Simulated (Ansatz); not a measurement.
From three elastic constants to directional properties of CsH

All numbers below come from Ansatz, DFT LDA, scalar-relativistic, plane waves, PAW. Settings: 420 eV plane-wave cutoff, Γ-centred 8×8×8 mesh, fixed occupations. No spin polarisation.

Equilibrium structure at this level:
```
Cs H
1.0
     0.00000    3.04862    3.04862
     3.04862    0.00000    3.04862
     3.04862    3.04862    0.00000
Cs H
1 1
Direct
  0.00000 0.00000 0.00000
  0.50000 0.50000 0.50000
```

With ions relaxed, on the cubic axes: C11 = 33.6, C12 = 1.1, C44 = 4.7 GPa. The density is 3.924 g/cm³.

Q: Is the crystal stable against strain, and how anisotropic is it?

A: Born's conditions hold: C11 + 2C12 = 35.9, C11 − C12 = 32.5 and C44 = 4.7 GPa are all positive. B = (C11 + 2C12)/3 = 12.0 GPa. The two shear moduli are C44 and C′ = (C11 − C12)/2 = 16.3 GPa, so Zener's ratio is A = C44/C′ = 0.29: the shear C44 is the soft one, as in NaCl, KCl, the halide perovskites and the bcc metals V, Nb, Cr and Mo. The Cauchy pressure C12 − C44 is -3.6 GPa; it would vanish for pair forces between atoms on inversion centres at zero pressure, and a negative value is usual with directional bonding, though many-body forces give one in some ionic oxides too.

Q: Give the sound speeds along the three symmetry directions.

A: The Christoffel equation gives ρv² for each branch:
| direction | branch | ρv² | GPa | v (m/s) |
| --- | --- | --- | --- | --- |
| [100] | L | C11 | 33.6 | 2928 |
| [100] | T (×2) | C44 | 4.7 | 1098 |
| [110] | L | (C11 + C12 + 2C44)/2 | 22.1 | 2374 |
| [110] | T, u ∥ [001] | C44 | 4.7 | 1098 |
| [110] | T, u ∥ [1-10] | (C11 − C12)/2 | 16.3 | 2036 |
| [111] | L | (C11 + 2C12 + 4C44)/3 | 18.3 | 2158 |
| [111] | T (×2) | (C11 − C12 + C44)/3 | 12.4 | 1779 |

Q: How does Young's modulus depend on direction?

A: Inverting gives S11 = 29.782, S12 = -0.959, S44 = 211.416 TPa⁻¹. Along a unit vector (l, m, n), 1/E = S11 − 2(S11 − S12 − S44/2)(l²m² + m²n² + n²l²), where the last bracket is 0, 1/4 and 1/3 for [100], [110] and [111]: E = 34, 15 and 13 GPa. With A < 1 the cube edge is stiffest. For a film on (001), the biaxial modulus is C11 + C12 − 2C12²/C11 = 35 GPa and the normal strain is −2C12/C11 = -0.07 times the in-plane one.